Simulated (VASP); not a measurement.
Wanted: the native input for a VASP 6.6.1 run.

- Task: relaxation of cell and atoms
- Functional: RPBE
- Potentials or basis: VASP PAW PBE potentials, release 64 (Rh_pv)
- Cutoff: 600 eV
- k mesh: 18 × 18 × 18
- Occupations: gaussian, width 0.1 eV
- Spin: no spin polarisation
- Further INCAR settings: ALGO = Fast; EDIFF = 1e-07; IBRION = 2; EDIFFG = -0.005; NSW = 90; ISIF = 3

The structure of Rh lies in POSCAR:

```
Rh
1.0
    0.0000000000      1.9029860900      1.9029860900
    1.9029860900      0.0000000000      1.9029860900
    1.9029860900      1.9029860900      0.0000000000
Rh
1
Direct
    0.0000000000      0.0000000000      0.0000000000
```

The input as run:

INCAR

```
ALGO = Fast
EDIFF = 1E-7
EDIFFG = -0.005
ENCUT = 600
GGA = RP
IBRION = 2
ISIF = 3
ISMEAR = 0
LASPH = T
LCHARG = F
LREAL = F
LWAVE = F
NELM = 60
NSW = 90
PREC = Accurate
SIGMA = 0.1
```

KPOINTS

```
k-points
0
Gamma
  18 18 18
```

Potentials or basis: VASP PAW PBE potentials, release 64 (Rh_pv).

Launch:

```console
$ cat potpaw_PBE.64/Rh_pv/POTCAR > POTCAR
$ mpirun -np 1 vasp_std > vasp.out
```

Results of the run:

* Relaxed volume: 14.31 Å³/atom
* Relaxed cell: a = 2.725 Å, b = 2.725 Å, c = 2.725 Å, α = 60.00°, β = 60.00°, γ = 60.00°
* Space group after relaxing (to 0.05 Å): Fm-3m (No. 225)
* Energy gained by relaxing: 15.3 meV/atom
* Ionic steps: 4
* Pressure after relaxing: -0.1 GPa
* Band gap on the k mesh: none (metal or under the smearing width)

Caveat: the PAW data sets were made with another functional, which shifts forces and pressure a little.

Wall time 42 s on 1 thread of Intel(R) Xeon(R) 6975P-C (Granite Rapids), with other jobs on the host, peak memory 0.17 GiB.
